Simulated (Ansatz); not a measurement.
## AlN (P6_3mc): the host for defect calculations

Aim: the runs on the perfect crystal AlN (P6_3mc) that a defect calculation needs first.

Main program and level: Ansatz 0.2.0; plane-wave PAW DFT, r2SCAN; relaxation of the host's cell and atoms, in the first sound run; inputs show where later runs differ.

## 1. The structure

It takes space group P6_3mc (No. 186, hexagonal). Conventional cell: a = 3.129 Å, b = 3.129 Å, c = 5.017 Å, α = 90.00°, β = 90.00°, γ = 120.00°. Al has 4 N at 1.90 to 1.91 Å nearest. Nearest to N lie 4 Al at 1.90 to 1.91 Å. Farther neighbours and most contacts between anions are not listed.

## 2. Host cell relaxation

Lattice and positions are set free, within the symmetry that the program keeps.

cell/input.yaml reads:

```yaml
crystal:
  lattice:
    - [3.1285881, 0.0, 0.0]
    - [-1.5642941, 2.7094368, 0.0]
    - [0.0, 0.0, 5.016955]
  atoms:
    - { symbol: Al, position: [0.66666667, 0.33333333, 0.499287] }
    - { symbol: Al, position: [0.33333333, 0.66666667, 0.999287] }
    - { symbol: "N", position: [0.66666667, 0.33333333, 0.880713] }
    - { symbol: "N", position: [0.33333333, 0.66666667, 0.380713] }
basis:
  ecutwfc: 500
  xc_grid: 2
hamiltonian:
  xc: r2scan
kpoints:
  mp_grid: { grid: [10, 10, 6] }
scf:
  occupations: { method: fixed }
  max_iter: 100
relax:
  f_tol: 0.005
  max_steps: 60
  cell: {}
output:
  forces: true
  stress: true
checkpoint:
  write: "../cell.run"
  compress: false
  write_wavefunctions: false
  write_every: 100000
```

Command:

```sh
$ ansatz run input.yaml --threads 4 --pin off --max-ram 7536MiB --backend cpu --events-out ev --progress --plain --runs-dir out
```

Numbers of over 12 decimals in the logs are rounded to 6 here.

Log:

```text
[... repeated set-up lines and file paths are left out, and long positions are rounded to six places ...]
Engine: ansatz 0.2.0, aarch64-unknown-linux-gnu
Pseudopotentials: kind: paw
Pseudopotential: Al, paw, valence charge 3, recommended cutoff 500 eV (meta_gga), Al.paw.azcp
Pseudopotential: N, paw, valence charge 5, recommended cutoff 500 eV (meta_gga), N.paw.azcp
Functional definition: r2SCAN
  parameter k0 = 0.174
  parameter k1 = 0.065
  parameter a1 = 4.9479
  exchange = r2scan_x(k0 = k0, k1 = k1, a1 = a1)
  correlation = r2scan_c
Crystal: 4 atoms, lattice volume = 42.527 Å³
Basis set: ecut = 500 eV, 1087 PW (Γ), exchange–correlation on 48×48×80 points (8 copies of the dense FFT grid, shifted against one another)
Bands: 12, of which v1, the nominal top of the filled ones, is band 8 counted from 1 (7 counted from 0)
Symmetry: 12 space group operations
Space group: P63mc (ITA 186), of the structure as read, at distance tolerance 3.5e-5 Å
k-points: 56 of 600 (time reversal used)
Non-local potential: Al, projectors of the file, l = 0: 2, l = 1: 2, l = 2: 1
Non-local potential: N, projectors of the file, l = 0: 2, l = 1: 2, l = 2: 1
PAW form: soft (Blöchl's): semilocal exchange-correlation on the pseudo side does not see the compensation charge
PAW frozen core: Al, regenerated for the run's functional (the file was generated under x = pbe(κ = 0.804, μ = 0.219515), c = pbe(β = 0.066725))
PAW frozen core: N, regenerated for the run's functional (the file was generated under x = pbe(κ = 0.804, μ = 0.219515), c = pbe(β = 0.066725))
PAW one-centre angular grid: Al, 302 points (default); XC on 160 Gauss nodes
PAW one-centre angular grid: N, 302 points (default); XC on 160 Gauss nodes
Initial density: superposition of atomic densities (neutral atoms: chi_scale 0, normalization atom), corrected by the library's trained network
Initial wavefunctions: pseudopotential atomic-orbital guess
Functional: x = r2scan, c = r2scan; τ floored in thin density (d = 2e-4 eV/Å³)
SCF iter   1: F=—  HF=-1856.820482 eV  |F-HF|=—  |Δ(HF+E_count)|=         —  Δρ=6.56e-3  dr2=1.82e-2  dr2_τ=2.96e-1  ethr=1.77e-3  ⟨swp⟩=5.1  Hψ=3754  notcnv=0  defer=108
preconditioner: auto → none  [insulator: Δε(μ)=4.592 eV  Ē_g=14.056 eV  n_scr=2 (ndim 8)  ℏωp=22.8 eV  f_vac=0.000  ε∞_Penn≈3.6]
SCF iter   2: F=—  HF=-1856.958184 eV  |F-HF|=—  |Δ(HF+E_count)|=   1.38e-1  Δρ=4.49e-3  dr2=3.85e-3  dr2_τ=3.10e-4  ethr=1.14e-4  ⟨swp⟩=2.9  Hψ=1766  notcnv=0  defer=112
SCF iter   3: F=—  HF=-1856.957846 eV  |F-HF|=—  |Δ(HF+E_count)|=   3.37e-4  Δρ=7.38e-4  dr2=1.79e-4  dr2_τ=6.63e-5  ethr=2.41e-5  ⟨swp⟩=2.0  Hψ=784  notcnv=0  defer=112
SCF iter   4: F=—  HF=-1856.957826 eV  |F-HF|=—  |Δ(HF+E_count)|=   1.98e-5  Δρ=2.10e-4  dr2=2.03e-5  dr2_τ=1.15e-6  ethr=1.12e-6  ⟨swp⟩=2.0  Hψ=1085  notcnv=0  defer=112
SCF iter   5: F=—  HF=-1856.957819 eV  |F-HF|=—  |Δ(HF+E_count)|=   7.27e-6  Δρ=3.56e-5  dr2=6.12e-7  dr2_τ=8.24e-8  ethr=1.27e-7  ⟨swp⟩=2.0  Hψ=1058  notcnv=0  defer=5
SCF iter   6: F=—  HF=-1856.957819 eV  |F-HF|=—  |Δ(HF+E_count)|=   8.95e-8  Δρ=1.61e-5  dr2=1.32e-7  dr2_τ=2.78e-9  ethr=6.25e-10  ⟨swp⟩=4.0  Hψ=2222  notcnv=0
SCF iter   7: F=-1856.957819 eV  HF=-1856.957819 eV  |F-HF|=5.88e-9  |Δ(HF+E_count)|=   5.37e-9  Δρ=4.78e-6  dr2=1.16e-8  dr2_τ=2.96e-10  ethr=6.25e-10  ⟨swp⟩=4.0  Hψ=2075  notcnv=0
SCF 1 converged in 7 iterations: F = -1856.957819 eV  dr2 = 1.16e-8
  greatest PAW one-centre occupation: 0.792 electrons in one spin orbital (limit 2), on the N atom at site 3 (counted from 0), in its partial waves of l = 0
relax step   1: F+E_penalty+E_count = -1856.95781918 eV  Δ(F+E_penalty+E_count) = +0.000e0 eV  max|allowed force component| = 4.035e-3 eV/Å  Δτ_max = 0.0000 Å  P = -4.386 GPa  Ω = 42.527 Å³  (7 SCF iters, dr2 threshold 1.00e-7 eV, accepted)
[... the SCF cycles and remarks between the steps are left out from here to the last step ...]
relax step   2: F+E_penalty+E_count = -1856.96777180 eV  Δ(F+E_penalty+E_count) = -9.953e-3 eV  max|allowed force component| = 7.631e-5 eV/Å  Δτ_max = 0.0001 Å  P = -2.125 GPa  Ω = 42.044 Å³  energy of the carried Pulay correction = +1.128e-4 eV  (5 SCF iters, dr2 threshold 4.00e-7 eV, accepted)
relax step   3: F+E_penalty+E_count = -1856.97075605 eV  Δ(F+E_penalty+E_count) = -2.984e-3 eV  max|allowed force component| = 2.392e-3 eV/Å  Δτ_max = 0.0002 Å  P = +0.067 GPa  Ω = 41.600 Å³  energy of the carried Pulay correction = +2.177e-4 eV  (5 SCF iters, dr2 threshold 4.00e-7 eV, accepted)
relax step   4: F+E_penalty+E_count = -1856.97075588 eV  Δ(F+E_penalty+E_count) = +1.700e-7 eV  max|allowed force component| = 1.254e-3 eV/Å  Δτ_max = 0.0000 Å  P = -0.002 GPa  Ω = 41.613 Å³  energy of the carried Pulay correction = +2.145e-4 eV  (4 SCF iters, dr2 threshold 1.38e-8 eV, accepted)
Initial wavefunctions: pseudopotential atomic-orbital guess (no wavefunctions were taken with the density)
iter 1 solved again at ethr=5.04e-9 eV; its pass at ethr=3.10e-3 eV (dr2=8.06e-7 eV) is discarded
SCF iter   1: F=—  HF=-1856.970543 eV  |F-HF|=—  |Δ(HF+E_count)|=         —  Δρ=3.55e-5  dr2=4.95e-8  dr2_τ=1.59e-7  ethr=5.04e-9  ⟨swp⟩=3.5  Hψ=5858  notcnv=0  defer=112
SCF iter   2: F=—  HF=-1856.970543 eV  |F-HF|=—  |Δ(HF+E_count)|=   1.43e-7  Δρ=1.77e-5  dr2=1.24e-8  dr2_τ=1.77e-8  ethr=3.09e-10  ⟨swp⟩=3.0  Hψ=1128  notcnv=0  defer=112
SCF iter   3: F=—  HF=-1856.970543 eV  |F-HF|=—  |Δ(HF+E_count)|=   4.28e-8  Δρ=3.24e-6  dr2=3.08e-9  dr2_τ=4.67e-10  ethr=7.76e-11  ⟨swp⟩=2.0  Hψ=1120  notcnv=0  defer=112
SCF iter   4: F=-1856.970543 eV  HF=-1856.970543 eV  |F-HF|=6.32e-11  |Δ(HF+E_count)|=  1.63e-10  Δρ=5.57e-7  dr2=2.58e-11  dr2_τ=1.48e-11  ethr=1.00e-12  ⟨swp⟩=3.1  Hψ=2836  notcnv=0
SCF 5 converged in 4 iterations: F = -1856.970543 eV  dr2 = 2.58e-11
relax step   5: F+E_penalty+E_count = -1856.97054276 eV  Δ(F+E_penalty+E_count) = +2.131e-4 eV  max|allowed force component| = 1.259e-3 eV/Å  Δτ_max = 0.0000 Å  P = +0.002 GPa  Ω = 41.613 Å³  stress off target by 6.49e-3 GPa  SCF on the basis re-selected at this cell (its energy is not comparable with the rows above)  (4 SCF iters)
basis re-selected at this cell: Δ(F+E_penalty+E_count) = +2.131e-4 eV, ΔP = +0.004 GPa vs the last step (what re-selecting the basis moved, of the pressure what is left beyond the Pulay correction that the steps carried, after the strain that the cell walked [...]
SCF converged after 4 iterations
Free energy (F): -1856.970543 eV
Harris-Foulkes:  -1856.970543 eV  (|F-HF|=6.32e-11)
Internal energy: -1856.970543 eV  (E = F + TS)
E sigma→0 (E₀):  -1856.970543 eV
Fermi energy:    6.928412 eV
--- Per-component energies (eV) ---
  E_band       = 23.147239
  E_kinetic    = 321.367251
  E_local      = -448.698403  (includes V_loc(G=0)·N_el)
  E_nonlocal   = 108.521473
  E_hartree    = 157.350019
  E_xc         = -197.824528
  E_vxc        = -238.488121  (∫ρ·V_xc dr)
  E_paw        = -1204.935713  (= ΣΔE_a)
  E_vpaw       = -47.058128  (= ΣTr[D̂ρ^β])
  E_aug_tail   = 0.000038  (compensation charges beyond the density's cutoff)
  E_vtau       = 12.803071  (kinetic-family band-sum trace: ∫τ·v_τ [+ j·A + Jᵃ·Aᵃ] dr)
  E_ewald      = -592.571334
  E_core_change = -0.179345  (= ΣΔE_core)
  E_smearing   = -0.000000  (= −TS)
  E_closure    = 0.000000  (closes the sum)
  Σ components = -1856.970543   (vs F -1856.970543, Δ=0.00e0)
--- Forces (eV/Å), atoms counted from 1 ---
  atom   1  Al    -0.00000000    -0.00000000    -0.00108313
  atom   2  Al     0.00000000     0.00000000    -0.00108313
  atom   3  N      0.00000000     0.00000000     0.00143579
  atom   4  N     -0.00000000    -0.00000000     0.00143579
  max |Σ_I F_I| component: 7.05e-4 eV/Å
--- Stress (GPa, compression-positive) ---
        0.000136       0.000000       0.000000
       -0.000000       0.000136      -0.000000
        0.000000      -0.000000       0.006495
  P = ⅓ Tr σ = 0.0023 GPa (0.023 kbar)
--- Relaxed structure (4 steps of the walk, 4 accepted, 1 SCFs on fresh bases) ---
  F+E_penalty+E_count = -1856.97054276 eV   max|allowed force component| = 1.259e-3 eV/Å   (the final SCF, on the basis selected at the relaxed cell)
  cell:  # Å, volume = 41.6133 Å³
    - [3.106696, 2.8665515332681025e-8, 0]
    - [-1.553348, 2.690478, 0]
    - [0.0, 0, 4.978560]
  atoms:
    - { symbol: Al, position: [0.666667, 0.333333, 0.499205] }
    - { symbol: Al, position: [0.333333, 0.666667, 0.999205] }
    - { symbol: N, position: [0.666667, 0.333333, 0.880795] }
    - { symbol: N, position: [0.333333, 0.666667, 0.380795] }
```

Elapsed: 6.3 s, on 4 threads of Arm Neoverse V1, shared host; peak memory 0.38 GiB.

Relaxation path:

| step | energy less that of the first step (eV) | largest force component (eV/Å) | pressure (GPa) | volume (Å³) |
| --- | --- | --- | --- | --- |
| 1 | 0.0000 | 0.0040 | -4.39 | 42.53 |
| 2 | -0.0100 | 0.0001 | -2.12 | 42.04 |
| 3 | -0.0129 | 0.0024 | 0.07 | 41.60 |
| 4 | -0.0129 | 0.0013 | 0.00 | 41.61 |
| 5* | -0.0127 | 0.0013 | 0.00 | 41.61 |

Relaxation steps marked * repeat the geometry before them on a plane-wave basis chosen anew for their cell, so energy and pressure can jump there.

The run keeps the 12 symmetry operations that it works with, so distortions that break them were not tested.

| conventional cell, symmetrised | before | after | change |
| --- | --- | --- | --- |
| a (Å) | 3.129 | 3.107 | -0.7 % |
| b (Å) | 3.129 | 3.107 | -0.7 % |
| c (Å) | 5.017 | 4.979 | -0.8 % |
| volume (Å³/atom) | 10.63 | 10.40 | -2.1 % |

The relaxed structure:

```xyz
4
Lattice="3.1067 0.0000 0.0000 -1.5533 2.6905 0.0000 0.0000 0.0000 4.9786" Properties=species:S:1:pos:R:3 pbc="T T T"
Al    1.5533    0.8968    2.4853
Al    0.0000    1.7937    4.9746
N     1.5533    0.8968    4.3851
N     0.0000    1.7937    1.8958
```

This step gave:

| Property | Result |
| --- | --- |
| pressure | 0.002256 GPa |

The relaxation ends with a largest force component of 0.0013 eV/Å and a pressure of 0.00 GPa.

## 3. Primitive cell on a dense mesh

A dense mesh gives the host's converged energy, against which the supercell's sampling is tested.

This step: plane-wave PAW DFT, r2SCAN; single point of the host's primitive cell on a dense mesh (Ansatz 0.2.0).

dense/input.yaml reads:

```yaml
crystal:
  lattice:
    - [3.1066960609, 2.87e-08, 0.0]
    - [-1.5533480553, 2.6904776963, 0.0]
    - [0.0, 0.0, 4.9785603525]
  atoms:
    - { symbol: Al, position: [0.6666666667, 0.3333333333, 0.4992045118] }
    - { symbol: Al, position: [0.3333333333, 0.6666666667, 0.9992045118] }
    - { symbol: "N", position: [0.6666666667, 0.3333333333, 0.8807954882] }
    - { symbol: "N", position: [0.3333333333, 0.6666666667, 0.3807954882] }
basis:
  ecutwfc: 500
  xc_grid: 2
hamiltonian:
  xc: r2scan
kpoints:
  mp_grid: { grid: [10, 10, 6] }
scf:
  occupations: { method: fermi_dirac, width: 0.01 }
  max_iter: 80
```

Log:

```text
[...]
Crystal: 4 atoms, lattice volume = 41.613 Å³
Basis set: ecut = 500 eV, 1087 PW (Γ), exchange–correlation on 48×48×80 points (8 copies of the dense FFT grid, shifted against one another)
Bands: 12, of which v1, the nominal top of the filled ones, is band 8 counted from 1 (7 counted from 0)
Symmetry: 12 space group operations
[...]
k-points: 56 of 600 (time reversal used)
[...]
SCF iter   1: F=—  HF=-1856.828295 eV  |F-HF|=—  |Δ(HF+E_count)|=         —  Δρ=6.55e-3  dr2=1.75e-2  dr2_τ=3.14e-1  ethr=1.77e-3  ⟨swp⟩=6.3  Hψ=4603  notcnv=0
[...]
SCF iter   7: F=-1856.970543 eV  HF=-1856.970543 eV  |F-HF|=8.39e-9  |Δ(HF+E_count)|=   2.73e-8  Δρ=5.75e-6  dr2=1.62e-8  dr2_τ=3.02e-10  ethr=6.25e-10  ⟨swp⟩=2.0  Hψ=1344  notcnv=0
SCF 1 converged in 7 iterations: F = -1856.970543 eV  dr2 = 1.62e-8
[...]
SCF converged after 7 iterations
Free energy (F): -1856.970543 eV
[...]
Internal energy: -1856.970543 eV  (E = F + TS)
E sigma→0 (E₀):  -1856.970543 eV
Fermi energy:    9.368532 eV
[...]
```

The job ended after 1.4 s (4 threads; peak memory 0.34 GiB).

## 4. Self-consistent run

This step: plane-wave PAW DFT, r2SCAN; single point of the defect-free supercell, a test of its k-points (Ansatz 0.2.0).

System of this step: AlN (P6_3mc). The cell holds 72 atoms: 36 Al and 36 N. Cell: a = 9.320 Å, b = 9.320 Å, c = 9.957 Å, α = 90.0°, β = 90.0°, γ = 120.0°.

pristine.sampling/input.yaml reads:

```yaml
crystal:
  lattice:
    - [9.3200881827, 8.6e-08, 0.0]
    - [-4.6600441658, 8.0714330888, 0.0]
    - [0.0, 0.0, 9.957120705]
  atoms:
    - { symbol: Al, position: [0.2222222222, 0.1111111111, 0.2496022559] }
    - { symbol: Al, position: [0.1111111111, 0.2222222222, 0.4996022559] }
    - { symbol: "N", position: [0.2222222222, 0.1111111111, 0.4403977441] }
    - { symbol: "N", position: [0.1111111111, 0.2222222222, 0.1903977441] }
    - { symbol: Al, position: [0.2222222222, 0.1111111111, 0.7496022559] }
    - { symbol: Al, position: [0.1111111111, 0.2222222222, 0.9996022559] }
    - { symbol: "N", position: [0.2222222222, 0.1111111111, 0.9403977441] }
    - { symbol: "N", position: [0.1111111111, 0.2222222222, 0.6903977441] }
    - { symbol: Al, position: [0.2222222222, 0.4444444444, 0.2496022559] }
    - { symbol: Al, position: [0.1111111111, 0.5555555556, 0.4996022559] }
    - { symbol: "N", position: [0.2222222222, 0.4444444444, 0.4403977441] }
    - { symbol: "N", position: [0.1111111111, 0.5555555556, 0.1903977441] }
    - { symbol: Al, position: [0.2222222222, 0.4444444444, 0.7496022559] }
    - { symbol: Al, position: [0.1111111111, 0.5555555556, 0.9996022559] }
    - { symbol: "N", position: [0.2222222222, 0.4444444444, 0.9403977441] }
    - { symbol: "N", position: [0.1111111111, 0.5555555556, 0.6903977441] }
    - { symbol: Al, position: [0.2222222222, 0.7777777778, 0.2496022559] }
    - { symbol: Al, position: [0.1111111111, 0.8888888889, 0.4996022559] }
    - { symbol: "N", position: [0.2222222222, 0.7777777778, 0.4403977441] }
    - { symbol: "N", position: [0.1111111111, 0.8888888889, 0.1903977441] }
    - { symbol: Al, position: [0.2222222222, 0.7777777778, 0.7496022559] }
    - { symbol: Al, position: [0.1111111111, 0.8888888889, 0.9996022559] }
    - { symbol: "N", position: [0.2222222222, 0.7777777778, 0.9403977441] }
    - { symbol: "N", position: [0.1111111111, 0.8888888889, 0.6903977441] }
    - { symbol: Al, position: [0.5555555556, 0.1111111111, 0.2496022559] }
    - { symbol: Al, position: [0.4444444444, 0.2222222222, 0.4996022559] }
    - { symbol: "N", position: [0.5555555556, 0.1111111111, 0.4403977441] }
    - { symbol: "N", position: [0.4444444444, 0.2222222222, 0.1903977441] }
    - { symbol: Al, position: [0.5555555556, 0.1111111111, 0.7496022559] }
    - { symbol: Al, position: [0.4444444444, 0.2222222222, 0.9996022559] }
    - { symbol: "N", position: [0.5555555556, 0.1111111111, 0.9403977441] }
    - { symbol: "N", position: [0.4444444444, 0.2222222222, 0.6903977441] }
    - { symbol: Al, position: [0.5555555556, 0.4444444444, 0.2496022559] }
    - { symbol: Al, position: [0.4444444444, 0.5555555556, 0.4996022559] }
    - { symbol: "N", position: [0.5555555556, 0.4444444444, 0.4403977441] }
    - { symbol: "N", position: [0.4444444444, 0.5555555556, 0.1903977441] }
    - { symbol: Al, position: [0.5555555556, 0.4444444444, 0.7496022559] }
    - { symbol: Al, position: [0.4444444444, 0.5555555556, 0.9996022559] }
    - { symbol: "N", position: [0.5555555556, 0.4444444444, 0.9403977441] }
    - { symbol: "N", position: [0.4444444444, 0.5555555556, 0.6903977441] }
    - { symbol: Al, position: [0.5555555556, 0.7777777778, 0.2496022559] }
    - { symbol: Al, position: [0.4444444444, 0.8888888889, 0.4996022559] }
    - { symbol: "N", position: [0.5555555556, 0.7777777778, 0.4403977441] }
    - { symbol: "N", position: [0.4444444444, 0.8888888889, 0.1903977441] }
    - { symbol: Al, position: [0.5555555556, 0.7777777778, 0.7496022559] }
    - { symbol: Al, position: [0.4444444444, 0.8888888889, 0.9996022559] }
    - { symbol: "N", position: [0.5555555556, 0.7777777778, 0.9403977441] }
    - { symbol: "N", position: [0.4444444444, 0.8888888889, 0.6903977441] }
    - { symbol: Al, position: [0.8888888889, 0.1111111111, 0.2496022559] }
    - { symbol: Al, position: [0.7777777778, 0.2222222222, 0.4996022559] }
    - { symbol: "N", position: [0.8888888889, 0.1111111111, 0.4403977441] }
    - { symbol: "N", position: [0.7777777778, 0.2222222222, 0.1903977441] }
    - { symbol: Al, position: [0.8888888889, 0.1111111111, 0.7496022559] }
    - { symbol: Al, position: [0.7777777778, 0.2222222222, 0.9996022559] }
    - { symbol: "N", position: [0.8888888889, 0.1111111111, 0.9403977441] }
    - { symbol: "N", position: [0.7777777778, 0.2222222222, 0.6903977441] }
    - { symbol: Al, position: [0.8888888889, 0.4444444444, 0.2496022559] }
    - { symbol: Al, position: [0.7777777778, 0.5555555556, 0.4996022559] }
    - { symbol: "N", position: [0.8888888889, 0.4444444444, 0.4403977441] }
    - { symbol: "N", position: [0.7777777778, 0.5555555556, 0.1903977441] }
    - { symbol: Al, position: [0.8888888889, 0.4444444444, 0.7496022559] }
    - { symbol: Al, position: [0.7777777778, 0.5555555556, 0.9996022559] }
    - { symbol: "N", position: [0.8888888889, 0.4444444444, 0.9403977441] }
    - { symbol: "N", position: [0.7777777778, 0.5555555556, 0.6903977441] }
    - { symbol: Al, position: [0.8888888889, 0.7777777778, 0.2496022559] }
    - { symbol: Al, position: [0.7777777778, 0.8888888889, 0.4996022559] }
    - { symbol: "N", position: [0.8888888889, 0.7777777778, 0.4403977441] }
    - { symbol: "N", position: [0.7777777778, 0.8888888889, 0.1903977441] }
    - { symbol: Al, position: [0.8888888889, 0.7777777778, 0.7496022559] }
    - { symbol: Al, position: [0.7777777778, 0.8888888889, 0.9996022559] }
    - { symbol: "N", position: [0.8888888889, 0.7777777778, 0.9403977441] }
    - { symbol: "N", position: [0.7777777778, 0.8888888889, 0.6903977441] }
basis:
  ecutwfc: 500
  xc_grid: 2
hamiltonian:
  xc: r2scan
kpoints:
  mp_grid: { grid: [1, 1, 1], shift: [0.25, 0.25, 0.25] }
scf:
  occupations: { method: fermi_dirac, width: 0.01 }
  max_iter: 80
```

Log:

```text
[...]
Crystal: 72 atoms, lattice volume = 749.039 Å³
Basis set: ecut = 500 eV, 18913 PW (Γ), exchange–correlation on 144×144×150 points (8 copies of the dense FFT grid, shifted against one another)
Bands: 216, of which v1, the nominal top of the filled ones, is band 144 counted from 1 (143 counted from 0)
Symmetry: 36 space group operations
k-points: 1
[...]
SCF iter   1: F=—  HF=-33423.937827 eV  |F-HF|=—  |Δ(HF+E_count)|=         —  Δρ=6.16e-3  dr2=2.44e-1  dr2_τ=5.52e0  ethr=1.77e-3  ⟨swp⟩=6.0  Hψ=985  notcnv=0  defer=28
[...]
SCF iter   3: F=—  HF=-33426.473122 eV  |F-HF|=—  |Δ(HF+E_count)|=   1.78e-2  Δρ=2.07e-3  dr2=3.35e-2  dr2_τ=1.82e-3  ethr=4.55e-5  ⟨swp⟩=2.0  Hψ=303  notcnv=0  defer=14
automatic band count: iteration 3 solves 166 bands in place of 216: the levels show a gap, and the empty bands left out lie too high to hold charge; the band table lists the bands solved (type scf.n_extra_bands for more)
SCF iter   4: F=—  HF=-33426.468624 eV  |F-HF|=—  |Δ(HF+E_count)|=   4.50e-3  Δρ=2.81e-4  dr2=7.04e-4  dr2_τ=3.31e-4  ethr=1.16e-5  ⟨swp⟩=2.0  Hψ=303  notcnv=0  defer=14
[...]
SCF iter   7: F=-33426.468042 eV  HF=-33426.468042 eV  |F-HF|=2.45e-8  |Δ(HF+E_count)|=   6.47e-7  Δρ=3.08e-6  dr2=8.59e-8  dr2_τ=7.96e-10  ethr=2.60e-10  ⟨swp⟩=1.0  Hψ=465  notcnv=0
SCF 1 converged in 7 iterations: F = -33426.468042 eV  dr2 = 8.59e-8
[...]
SCF converged after 7 iterations
Free energy (F): -33426.468042 eV
[...]
Internal energy: -33426.468042 eV  (E = F + TS)
E sigma→0 (E₀):  -33426.468042 eV
Fermi energy:    9.771987 eV
[...]
```

It took 8.6 s on 4 threads; peak memory 1.5 GiB; 33 s of CPU time.

This step gave:

- energy over dense mesh: -0.01386 eV/atom

(Continued in part 2 of 3.)

[Logs are printed without paths, hosts, clocks, repeated set-up lines and the standing remarks that a program may print on its own settings, such as how far it seeks lower states.]

[Hosts, paths, dates, database ids (printed as entryN), source tags and the programs' standing remarks are cut or masked in the printed files.]

[Runs of the host that timed out are not shown.]

[For some hosts the program warned that the k-mesh of the response run may be too coarse for force constants and the static dielectric constant; such warnings are not always shown.]
